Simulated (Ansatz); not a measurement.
# Se (P3_221) in Ansatz: further runs

Runs on Se. Level: HSE06 form with a typed share of exact exchange. Tasks: single point.

Everything below comes from runs of Ansatz 0.2.0. Logs are shortened: lines on timing, memory, paths and dates and some standing lists are left out, and cuts for length are marked.

**1. Starting point**

The structure is trigonal, space group P3_221 (No. 154). Conventional cell: a = 4.355 Å, b = 4.355 Å, c = 4.949 Å, α = 90.00°, β = 90.00°, γ = 120.00°. Se (site symmetry 2) is surrounded by 2 Se at 2.32 Å.

**2. Single point, HSE06 form with a typed share of exact exchange**

The input, input:

```
crystal:
  lattice:
    - [4.35517, 0.0, 0.0]
    - [-2.177585, 3.7716878578, 0.0]
    - [0.0, 0.0, 4.94945]
  atoms:
    - { symbol: Se, position: [0.783, 0.783, 0.5] }
    - { symbol: Se, position: [0.0, 0.217, 0.8333333333] }
    - { symbol: Se, position: [0.217, 0.0, 0.1666666667] }
hamiltonian:
  xc: { exchange: pbe, correlation: pbe, exx: { coeff: 0.25, omega: 0.1 } }
  pseudopotentials: { kind: paw }
kpoints:
  mp_grid: { grid: [4, 4, 3] }
scf:
  occupations: { method: fermi_dirac, width: 0.05 }
output:
  forces: true
  stress: true
  eigenvalues: true
```

Potentials or basis: Ansatz PAW.

The log of the run:

```text
Warning: output.stress: scf.convergence.dr2_threshold = 1e-7 eV (the SCF's general default) is looser than the 3e-10 eV advised for a printed stress (1e-10 eV for each atom of the cell: 3). What an SCF threshold leaves in a stress goes as its square root, and in the free energy as the threshold itself, and one threshold admits the most on a small cell: of the crystals measured, under no hybrid functional and no lock of the moments, on runs that ended without the residual-converged pass, on stresses that held no estimate of that error, the worst erred by over 100 MPa in a component at 1e-7 eV an atom and by under 5 at 1e-10. Set scf.convergence.dr2_threshold to 3e-10 eV or tighter. The threshold is an SCF's pass mark: one that does not reach it within its budget of iterations ends unconverged, or closes short of it on a stop that the run arms, and scf.convergence.dr2_threshold's page says what that costs each kind of run
Warning: output.stress: scf.exx.energy_threshold = 1e-6 eV is looser than the 3e-8 eV advised for a stress under a hybrid functional (1e-8 eV for each atom of the cell: 3). Every SCF of the exchange loop can meet its threshold on dr2 while the loop round them stops early: no threshold on dr2 bounds what that leaves in the stress. Set scf.exx.energy_threshold to 3e-8 eV or tighter. The threshold is the loop's pass mark: a loop that does not reach it within its budget of cycles ends unconverged, and scf.exx.energy_threshold's page has the law
exact exchange: scf.exx.singularity resolves to wigner_seitz, which cuts the screened interaction at the faces of the exchange supercell's Wigner-Seitz cell, so that each pair interacts once, at the shortest of its separations (the periodic images that this leaves out come, for a point-like exchange hole, to about 0.037 eV on a filled level). The cut falls within the interaction's reach, and what an exchange supercell this small leaves in the energy, the band gaps and, where it is computed, the pressure is not bounded here. The exchange supercell (the smallest cell that an SCF of this deck is solved on times the 4×4×3 mesh of the exchange sum) has its nearest image at L = 14.85 Å, 1.48 times the interaction's range 1/ω = 10.00 Å. A denser mesh of the exchange sum (kpoints.mp_grid; where a k-mesh is refused, the cell repeated along its short axes), shrinks what is left. The k-mesh (kpoints.mp_grid) can leave an error of its own, as it does under a semilocal functional: two runs of this structure under PBE, one on that k-mesh and one on a denser one or on the cell repeated (per cell), show about how large it is in the energy; in a metal the hybrid's can be larger than they show. Converge the k-mesh under the hybrid itself. See scf.exx.q_mesh
GPUs: using 1 of 1 available (devices: 1).
Engine: ansatz 0.2.0, x86_64-unknown-linux-gnu
Pseudopotentials: kind: paw
Pseudopotential: Se, paw, valence charge 16, recommended cutoff 420 eV (normal), Se.paw.azcp
Functional definition: unnamed
  parameter a_1 = 0.25
  parameter omega_1 = 0.1/angstrom
  exchange = pbe_x + (-a_1)*pbe_x_sr(omega_1) + a_1*exact_x_sr(omega_1)
  correlation = pbe_c
device memory: the entry about to start is reckoned to put 0.7 GiB on a device that reports 71.5 GiB free (of which the cap on the GPU budget leaves the run 18.0 GiB)
GPU FFT provider: cuFFT
GPU libraries: cuBLAS 13.8.2, cuFFT 12.4.0, cuSOLVER 12.3.4
Crystal: 3 atoms, lattice volume = 81.301 Å³
Basis set: ecut = 420 eV, 1583 PW (Γ), exchange–correlation on 60×60×72 points (8 copies of the dense FFT grid, shifted against one another)
Bands: 29, of which v1, the nominal top of the filled ones, is band 24 counted from 1 (23 counted from 0)
Symmetry: 6 space group operations
Space group: P3221 (ITA 154), of the structure as read, at distance tolerance 4.3e-5 Å
k-points: 9 of 48 (time reversal used)
Non-local potential: Se, projectors of the file, l = 0: 2, l = 1: 2, l = 2: 3, l = 3: 1
PAW form: soft (Blöchl's): semilocal exchange-correlation on the pseudo side does not see the compensation charge
PAW frozen core: Se, regenerated for the run's functional, and the local potential with it (the file was generated under x = pbe(κ = 0.804, μ = 0.2195149727645171), c = pbe(β = 0.06672455060314922))
PAW one-centre angular grid: Se, 590 points (default); XC on 64 Gauss nodes
Initial density: superposition of atomic densities (neutral atoms: chi_scale 0, normalization atom), corrected by the library's trained network
Initial wavefunctions: pseudopotential atomic-orbital guess
GPU buffer pool allocated for 32400 grid points (all kernels)
GPU transforms: local potential and band sums: pruned to the plane-wave sphere, on 30×30×36
Functional: x = pbe(κ = 0.804, μ = 0.2195149727645171), c = pbe(β = 0.06672455060314922), warm-up for x = pbe(κ = 0.804, μ = 0.2195149727645171) + 0.25 (exact − pbe) at short range (hse, ω = 0.1 Å⁻¹), c = pbe(β = 0.06672455060314922)
SCF iter   1: F=—  HF=-16407.106434 eV  |F-HF|=—  |Δ(HF+E_count)|=         —  Δρ=1.51e-3  dr2=9.51e-4  ethr=1.77e-3  ⟨swp⟩=7.6  Hψ=1025  notcnv=0
preconditioner: auto → none  [insulator: Δε(μ)=1.758 eV  Ē_g=10.651 eV  σ=0.050 eV  W_gap=1.00  n_scr=20 (ndim 8)  ℏωp=17.5 eV  f_vac=0.102  D(μ)=0.00/eV (n_scr^D=0)]
SCF iter   2: F=-16407.107843 eV  HF=-16407.107489 eV  |F-HF|=3.54e-4  |Δ(HF+E_count)|=   1.06e-3  Δρ=6.99e-4  dr2=1.81e-4  ethr=1.98e-6  ⟨swp⟩=4.0  Hψ=812  notcnv=0
SCF 1 stopped early in 2 iterations: F = -16407.107843 eV  dr2 = 1.81e-4
device memory: the entry about to start is reckoned to put 1.3 GiB on a device that reports 72.1 GiB free (of which the cap on the GPU budget leaves the run 18.0 GiB)
GPU FFT provider: cuFFT
GPU libraries: cuBLAS 13.8.2, cuFFT 12.4.0, cuSOLVER 12.3.4
Initial density: handed on by an earlier stage of this run
Initial wavefunctions: those handed on with the density
[... 28 lines left out ...]
SCF iter   4: F=—  HF=-16411.408293 eV  |F-HF|=—  |Δ(HF+E_count)|=   5.96e-8  Δρ=2.83e-6  dr2=3.40e-9  ethr=1.17e-10  ⟨swp⟩=3.4  Hψ=599  notcnv=0  defer=1
SCF iter   5: F=—  HF=-16411.408293 eV  |F-HF|=—  |Δ(HF+E_count)|=   6.54e-9  Δρ=1.25e-6  dr2=8.62e-10  ethr=6.23e-12  ⟨swp⟩=3.8  Hψ=745  notcnv=0
SCF iter   6: F=—  HF=-16411.408293 eV  |F-HF|=—  |Δ(HF+E_count)|=  8.84e-10  Δρ=1.06e-6  dr2=8.40e-10  ethr=1.00e-12  ⟨swp⟩=4.0  Hψ=828  notcnv=0
SCF iter   7: F=-16411.408293 eV  HF=-16411.408293 eV  |F-HF|=1.56e-10  |Δ(HF+E_count)|=  5.64e-10  Δρ=4.02e-7  dr2=3.76e-10  ethr=1.00e-12  ⟨swp⟩=3.0  Hψ=672  notcnv=0
SCF 3 converged in 7 iterations: F = -16411.408293 eV  dr2 = 3.76e-10
  Residual-converged pass: ⟨swp⟩=2.0  Hψ=383  notcnv=0  max |occ|·‖R‖ = 5.3e-7 eV (tolerance 5.4e-7 eV)  dr2=3.75e-10  dr2_onsite=2.85e-10  max |Δocc| = 1.0e-23
hybrid outer 2: dexx = +3.288e-6 eV, tail = 1.65e-7 eV, Δε = 4.04e-3 eV (about 2.24e-4 eV left of the loop's levels), ΔF = 1.70e-2 eV/Å (tail 4.24e-3)
GPU FFT provider: cuFFT
GPU libraries: cuBLAS 13.8.2, cuFFT 12.4.0, cuSOLVER 12.3.4
GPU buffer pool allocated for 32400 grid points (all kernels)
GPU transforms: local potential and band sums: pruned to the plane-wave sphere, on 30×30×36
Exchange kernel: α = 0.2500, screened, ω = 0.1000 Å⁻¹, Wigner–Seitz truncation, v(0) = 3231.2126 eV·Å³, q-mesh 4×4×3, nearest image of the exchange supercell L = 14.85 Å, pair-density grid 18×18×24, without the augmentation charges, whose exchange is taken in its separable form by FFT convolution over the k-point mesh (sized by the pseudopotential files, 27×27×36 at the most), smooth part of the exact exchange by density-matrix convolution in up to 1.48 GiB of GPU memory as planned if the GPU has room (build and FFT work areas not counted)
Frozen-core exchange: fock
SCF iter   1: F=—  HF=-16411.408293 eV  |F-HF|=—  |Δ(HF+E_count)|=         —  Δρ=1.87e-6  dr2=1.63e-9  ethr=1.72e-9  ⟨swp⟩=5.8  Hψ=558  notcnv=0
preconditioner: auto → none  [insulator: Δε(μ)=2.912 eV  Ē_g=12.457 eV  σ=0.050 eV  W_gap=1.00  n_scr=20 (ndim 8)  ℏωp=17.5 eV  f_vac=0.107  D(μ)=0.00/eV (n_scr^D=0)]
SCF iter   2: F=-16411.408293 eV  HF=-16411.408293 eV  |F-HF|=2.91e-11  |Δ(HF+E_count)|=   2.25e-9  Δρ=4.67e-7  dr2=3.56e-10  ethr=2.85e-12  ⟨swp⟩=4.0  Hψ=907  notcnv=0
SCF 4 converged in 2 iterations: F = -16411.408293 eV  dr2 = 3.56e-10
  Residual-converged pass: ⟨swp⟩=2.0  Hψ=437  notcnv=0  max |occ|·‖R‖ = 7.4e-7 eV (tolerance 8.2e-7 eV)  dr2=3.57e-10  dr2_onsite=2.90e-11  max |Δocc| = 8.6e-23
hybrid outer 3: dexx = +1.530e-9 eV, tail = 8.41e-10 eV, Δε = 4.78e-5 eV (about 8.42e-6 eV left of the loop's levels), ΔF = 6.00e-4 eV/Å (tail 4.75e-4)
hybrid SCF converged: 3 outer / 16 inner (+2 warm-up), last move |dexx| = 1.53e-9 eV, tail = 8.41e-10 eV
Stability not checked: this state was not tested for a lower state beside it, because the functional holds exact exchange (a hybrid, or Hartree-Fock), whose exchange loop this test does not read (fock_operator; see scf.lower_state_search)
Free energy (F): -16411.408293 eV
Frozen-core exchange: fock
Harris-Foulkes:  -16411.408293 eV  (|F-HF|=2.91e-11)
Internal energy: -16411.408293 eV  (E = F + TS)
E sigma→0 (E₀):  -16411.408293 eV
Fermi energy:    7.460910 eV
--- Per-component energies (eV) ---
  E_band       = -1383.439796
  E_kinetic    = 351.285886
  E_local      = -7800.470193  (includes V_loc(G=0)·N_el)
  E_nonlocal   = -1785.058584
  E_hartree    = 3822.599152
  E_xc         = -245.025039
  E_vxc        = -230.599481  (∫ρ·V_xc dr)
  E_exx        = -214.662565  (= α·E_x^exact, valence–valence)
  E_paw        = -5586.316034  (= ΣΔE_a)
  E_vpaw       = 865.531078  (= ΣTr[D̂ρ^β])
  E_aug_tail   = -0.001816  (compensation charges beyond the density's cutoff)
  E_ewald      = -4950.539803
  E_core_change = -3.219298  (= ΣΔE_core)
  E_smearing   = -0.000000  (= −TS)
  E_closure    = 0.000000  (closes the sum)
  Σ components = -16411.408293   (vs F -16411.408293, Δ=3.64e-12)
--- Forces (eV/Å), atoms counted from 1 ---
  atom   1  Se    -0.28285250    -0.48991490    -0.00000000
  atom   2  Se    -0.28285250     0.48991490     0.00000000
  atom   3  Se     0.56570500    -0.00000000     0.00000000
  max |Σ_I F_I| component: 1.11e-16 eV/Å
--- Stress (GPa, compression-positive) ---
        3.401341      -0.000000      -0.000000
        0.000000       3.401341      -0.000000
       -0.000000      -0.000000       3.343228
  P = ⅓ Tr σ = 3.3820 GPa (33.820 kbar)
--- Band table (eV; the first three rows and the last of 9) ---
  k-point 0: bands = ["-45.8784", "-45.8784", "-45.8296", "-45.8196", "-45.8196", "-45.7639", "-45.6343", "-45.6267", "-45.6267", "-45.5688", "-45.5688", "-45.5641", "-45.5441", "-45.5124", "-45.5124", "-11.3558", "-6.5701", "-6.5701", "2.0770", "2.0770", "2.2215", "3.7998", "3.7998", "5.7476", "9.6145", "9.6145", "9.9964", "13.5661", "13.9222"]
  k-point 1: bands = ["-45.8977", "-45.8512", "-45.8341", "-45.8280", "-45.8026", "-45.7776", "-45.6337", "-45.6314", "-45.6221", "-45.5714", "-45.5660", "-45.5645", "-45.5371", "-45.5235", "-45.5070", "-10.7604", "-9.0542", "-4.2160", "1.0066", "2.4573", "2.4777", "4.1972", "4.5858", "4.9939", "8.8915", "8.9233", "9.2043", "13.9874", "14.7052"]
  k-point 2: bands = ["-45.8783", "-45.8782", "-45.8295", "-45.8196", "-45.8196", "-45.7639", "-45.6344", "-45.6266", "-45.6266", "-45.5689", "-45.5688", "-45.5638", "-45.5448", "-45.5124", "-45.5120", "-11.1310", "-6.7801", "-6.5335", "0.8446", "1.4875", "2.3908", "3.8218", "4.3378", "5.3167", "9.5601", "9.7369", "10.6632", "13.5379", "13.7041"]
  k-point 8: bands = ["-45.8976", "-45.8508", "-45.8339", "-45.8280", "-45.8027", "-45.7776", "-45.6338", "-45.6314", "-45.6220", "-45.5717", "-45.5659", "-45.5642", "-45.5382", "-45.5239", "-45.5058", "-10.3170", "-8.7859", "-5.1977", "0.1186", "0.6132", "1.8200", "4.0195", "5.1021", "5.9794", "9.1477", "10.3996", "10.9356", "13.8414", "14.8968"]
```

Run time: 12 s. Hardware: 1 × NVIDIA H100 80GB HBM3 with 2 threads of AMD EPYC 7R13 (Zen 3), shared host; peak memory 1.8 GiB.

What came out:

```
Free energy            : -16411.4083 eV
Pressure               : 3.4 GPa
Largest force          : 0.566 eV/Å
Band gap on the k mesh : 2.91 eV, indirect (least direct gap 3.17 eV)
```

Forces in eV/Å, atoms in the order of the input:
```
Se  -0.283 -0.490  0.000
Se  -0.283  0.490  0.000
Se   0.566  0.000  0.000
```

Caveat: the k mesh is coarse (spacing up to 0.42 Å⁻¹), so the values aren't converged, least of all with exact exchange; odd divisions of the mesh miss points on the zone boundary, where band edges often lie, so the gap on the mesh can be too wide; the PAW data sets come from PBE, with cores solved anew for the run's functional, which leaves a small shift of forces and pressure; the thresholds are loose for stress. A k mesh can miss the band edges.

**3. Single point, HSE06 form with a typed share of exact exchange**

Edit input of step 2 so:

```diff
@@ -10,3 +10,6 @@
 hamiltonian:
-  xc: { exchange: pbe, correlation: pbe, exx: { coeff: 0.25, omega: 0.1 } }
+  xc:
+    exchange: pbe
+    correlation: pbe
+    exx: { coeff: 0.25, omega: 0.15 }
   pseudopotentials: { kind: paw }
@@ -20 +23,5 @@
   eigenvalues: true
+  write_density: true
+  write_potential: true
+  elf: true
+  volumetric_format: npy
```

Potentials or basis: Ansatz PAW.

It took 12 s on 1 × NVIDIA H100 80GB HBM3 with 2 threads of AMD EPYC 7R13 (Zen 3), shared host; peak memory 1.8 GiB.

It converged, with:

```yaml
Free_energy: -16411.3980 eV
Pressure: 3.4 GPa
Largest_force: 0.581 eV/Å
Band_gap_on_the_k_mesh: 2.75 eV, indirect (least direct gap 3.01 eV)
```

Forces on the atoms (eV/Å):
```
Se  -0.290 -0.503  0.000
Se  -0.290  0.503  0.000
Se   0.581  0.000  0.000
```

Levels at points of the mesh, in eV from the valence-band top:
```tsv
k point	band 22	band 23	band 24	band 25	band 26	band 27
(0.00, 0.00, 0.00)	-2.17	-2.17	-0.23	3.47	3.47	3.85
(0.00, -0.50, 0.00)	-2.88	-1.78	-0.89	3.41	4.00	5.87
```

Caveat: the k mesh is coarse (spacing up to 0.42 Å⁻¹), so the values aren't converged, least of all with exact exchange; odd divisions of the mesh miss points on the zone boundary, where band edges often lie, so the gap on the mesh can be too wide; the PAW data sets come from PBE, with cores solved anew for the run's functional, which leaves a small shift of forces and pressure; the thresholds are loose for stress. A k mesh can miss the band edges.

**4. Single point, HSE06 form with a typed share of exact exchange**

Edit input of step 3 so:

```diff
@@ -10,6 +10,3 @@
 hamiltonian:
-  xc:
-    exchange: pbe
-    correlation: pbe
-    exx: { coeff: 0.25, omega: 0.15 }
+  xc: { exchange: pbe, correlation: pbe, exx: { coeff: 0.25, omega: 0.2 } }
   pseudopotentials: { kind: paw }
@@ -23,5 +20 @@
   eigenvalues: true
-  write_density: true
-  write_potential: true
-  elf: true
-  volumetric_format: npy
```

Run time: 12 s. Hardware: 1 × NVIDIA H100 80GB HBM3 with 2 threads of AMD EPYC 7R13 (Zen 3), shared host; peak memory 1.8 GiB.

The run converged. Its results:

```yaml
Free_energy: -16411.3853 eV
Pressure: 3.5 GPa
Largest_force: 0.602 eV/Å
Band_gap_on_the_k_mesh: 2.61 eV, indirect (least direct gap 2.87 eV)
```

Forces on the atoms (eV/Å):
```
Se  -0.301 -0.521  0.000
Se  -0.301  0.521  0.000
Se   0.602  0.000  0.000
```

Stress tensor (GPa, compression positive):
```
3.45 0.00 0.00
0.00 3.45 0.00
0.00 0.00 3.59
```

Levels at points of the mesh, in eV from the valence-band top:
```
            k point  band 22  band 23  band 24  band 25  band 26  band 27
 (0.00, 0.00, 0.00)    -2.15    -2.15    -0.22     3.32     3.32     3.70
(0.00, -0.50, 0.00)    -2.86    -1.77    -0.88     3.27     3.85     5.71
```

Caveat: the k mesh is coarse (spacing up to 0.42 Å⁻¹), so the values aren't converged, least of all with exact exchange; odd divisions of the mesh miss points on the zone boundary, where band edges often lie, so the gap on the mesh can be too wide; the PAW data sets come from PBE, with cores solved anew for the run's functional, which leaves a small shift of forces and pressure; the thresholds are loose for stress.

**5. Single point, HSE06 form with a typed share of exact exchange**

Edit input of step 4 so:

```diff
@@ -10,3 +10,3 @@
 hamiltonian:
-  xc: { exchange: pbe, correlation: pbe, exx: { coeff: 0.25, omega: 0.2 } }
+  xc: { exchange: pbe, correlation: pbe, exx: { coeff: 0.25, omega: 0.3 } }
   pseudopotentials: { kind: paw }
```

Run time: 12 s. Hardware: 1 × NVIDIA H100 80GB HBM3 with 2 threads of AMD EPYC 7R13 (Zen 3), shared host; peak memory 1.8 GiB.

It converged, with:

```
Free energy            : -16411.3517 eV
Pressure               : 3.7 GPa
Largest force          : 0.658 eV/Å
Band gap on the k mesh : 2.39 eV, indirect (least direct gap 2.67 eV)
```

Forces on the atoms (eV/Å):
```
Se  -0.329 -0.570  0.000
Se  -0.329  0.570  0.000
Se   0.658  0.000  0.000
```

Stress tensor (GPa, compression positive):
```
3.54 0.00 0.00
0.00 3.54 0.00
0.00 0.00 3.96
```

Levels at points of the mesh, in eV from the valence-band top:
```csv
k point,band 21,band 22,band 23,band 24,band 25,band 26,band 27,band 28
"(0.00, 0.00, 0.00)",-3.68,-2.11,-2.11,-0.19,3.09,3.09,3.47,7.07
"(0.00, -0.50, 0.00)",-3.40,-2.81,-1.75,-0.85,3.05,3.63,5.46,6.37
```

Caveat: the k mesh is coarse (spacing up to 0.42 Å⁻¹), so the values aren't converged, least of all with exact exchange; odd divisions of the mesh miss points on the zone boundary, where band edges often lie, so the gap on the mesh can be too wide; the PAW data sets come from PBE, with cores solved anew for the run's functional, which leaves a small shift of forces and pressure; the thresholds are loose for stress. A k mesh can miss the band edges.

**6. Overview**

```csv
screening (1/Å),gap on the mesh (eV),pressure (GPa),largest force (eV/Å)
0.1,2.91,3.4,0.57
0.15,2.75,3.4,0.58
0.2,2.61,3.5,0.60
0.3,2.39,3.7,0.66
```

Alike in all rows: task single point; level HSE06 form with a typed share of exact exchange; potentials or basis Ansatz PAW; no spin polarisation; cell as given; k mesh 4 × 4 × 3; cutoff (eV) 420; smearing fermi-dirac 0.05 eV; the mesh is coarse, so values aren't converged.

Caveats: all runs use coarse meshes; odd divisions of the mesh miss points on the zone boundary, where band edges often lie, so the gap on the mesh can be too wide; the PAW data sets come from PBE, with cores solved anew for the run's functional, which leaves a small shift of forces and pressure; the thresholds are loose for stress.

Total energies depend on the potentials used, so only differences within one code and one set of settings carry meaning.
